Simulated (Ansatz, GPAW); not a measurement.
Given: the input of a run of Ansatz 0.2.0 on MgO. The cell is a database's computed one, not the measured one.

Contents of input.yaml:

```yaml
crystal:
  lattice:
    - [0.0, 2.0970013927, 2.0970013927]
    - [2.0970013927, 0.0, 2.0970013927]
    - [2.0970013927, 2.0970013927, 0.0]
  atoms:
    - { symbol: Mg, position: [0.0, 0.0, 0.0] }
    - { symbol: O, position: [0.5, 0.5, 0.5] }
hamiltonian:
  xc: pbe
  pseudopotentials: { kind: paw }
kpoints:
  mp_grid: { grid: [11, 11, 11] }
scf:
  occupations: { method: gaussian, width: 0.025 }
output:
  forces: true
  stress: true
  eigenvalues: true
```

Potentials or basis: Ansatz PAW.

Launch:

```bash
$ ansatz run input.yaml --threads 2 --pin off --max-ram 5632MiB --backend cpu --events-out ev --progress --plain --runs-dir out
```

Problem. Translate it to GPAW 26.7.0 (ASE script). Potentials or basis there: GPAW PAW data sets (gpaw-data 1.2.1), cutoff 800 eV.

Solution. As run (cutoffs and basis follow the program's own potentials, and thresholds, step limits or extra output files can differ):

File run.py:

```python
from ase import Atoms
from ase.dft.bandgap import bandgap
from ase.io import write
from ase.units import GPa
from gpaw import GPAW, PW

atoms = Atoms(['Mg', 'O'],
              cell=[[0.0, 2.0970013927, 2.0970013927],
                    [2.0970013927, 0.0, 2.0970013927],
                    [2.0970013927, 2.0970013927, 0.0]],
              scaled_positions=[[0.0, 0.0, 0.0],
                                [0.5, 0.5, 0.5]],
              pbc=True)

calc = GPAW(mode=PW(800),
            xc='PBE',
            kpts={'size': (11, 11, 11), 'gamma': True},
            occupations={'name': 'methfessel-paxton', 'order': 0, 'width': 0.025},
            nbands=16,
            convergence={'density': 1e-05, 'energy': 1e-05},
            maxiter=150,
            txt='gpaw.txt')
atoms.calc = calc
energy = atoms.get_potential_energy()
forces = atoms.get_forces()
stress = atoms.get_stress()
calc.write('gs.gpw')
write('result.traj', atoms)
print(f'Energy: {energy:.6f} eV')
print('Forces (eV/A):')
print(forces.round(4))
print('Stress (GPa):', (stress / GPa).round(3))
print('Fermi level:', round(calc.get_fermi_level(), 4), 'eV')
print(f'Gap: {bandgap(calc)[0]:.4f} eV, direct: {bandgap(calc, direct=True)[0]:.4f} eV')
```

Potentials or basis: GPAW PAW data sets (gpaw-data 1.2.1), pw.

Command:

```console
$ OMP_NUM_THREADS=1 python run.py
```

Both were run:

|  | Ansatz | GPAW |
| --- | --- | --- |
| Pressure | 6.9 GPa | 7.0 GPa |

Ansatz's pressure holds a Pulay term of +0.60 GPa for its cutoff of 420 eV, which the other run lacks.

Where Ansatz's input types no cutoff or centring, it takes its own default and a Γ-centred mesh.

Pressure is positive in compression.
